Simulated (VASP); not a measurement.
Runs of VASP 6.6.1 on PbSe (Clausthalite). Symmetry: Fm-3m, No. 225, cubic system. The conventional cell has a = 6.121 Å, b = 6.121 Å, c = 6.121 Å, α = 90.00°, β = 90.00°, γ = 90.00°. Pb (site symmetry m-3m) is surrounded by 6 Se at 3.06 Å. Se (site symmetry m-3m) has 6 Pb at 3.06 Å as nearest neighbours. 

```csv
task,level,potentials or basis,spin,cell,k mesh,cutoff (eV),smearing,grid for exact exchange (PRECFOCK),exchange at q = 0,mesh quality,gap on the mesh (eV),pressure (GPa),relaxed volume (Å³/atom)
relaxation of cell and atoms,rSCAN,"VASP PAW PBE potentials, release 64 (Pb_d, Se)",off,relaxed,8 × 8 × 8,600,fermi-dirac 0.05 eV,-,-,not flagged,0.65,0.0,(a)
dielectric tensor,PBE+D3,"VASP PAW PBE potentials, release 64 (Pb_d, Se)","collinear, ferromagnetic start",as given,8 × 8 × 8,520,tetrahedron,-,-,not flagged,0.29,-,-
band structure,rSCAN,"VASP PAW PBE potentials, release 64 (Pb_d, Se)",off,as given,8 × 8 × 8,520,fermi-dirac 0.05 eV,-,-,not flagged,0.55,1.6,-
band structure,r2SCAN,"VASP PAW PBE potentials, release 64 (Pb_d, Se)",off,as given,8 × 8 × 8,520,fermi-dirac 0.05 eV,-,-,not flagged,0.58,1.5,-
relaxation of cell and atoms,r2SCAN50,"VASP PAW PBE potentials, release 64 (Pb_d, Se)",off,relaxed,4 × 4 × 4,600,fermi-dirac 0.05 eV,Fast,truncated,coarse,(b),0.0,28.88
relaxation of cell and atoms,PBE+rVV10,"VASP PAW PBE potentials, release 64 (Pb_d, Se)",off,relaxed,8 × 8 × 8,600,fermi-dirac 0.05 eV,-,-,not flagged,(c),0.0,29.43
```

Q: Fill in the values left out.

A: (a) 29.52; (b) 2.52; (c) 0.33.

Caveats: some runs use coarse meshes; spin-orbit coupling is left out, which as a rule narrows the gap of such compounds by several tenths of an eV; the PAW data sets were made with another functional, which shifts forces and pressure a little (some runs); the gap is small at this level, which inflates the dielectric constant (some runs).

A k mesh can miss the band edges, and the runs leave out spin-orbit coupling on Pb, Se.

Not every run made on this cell is shown here.
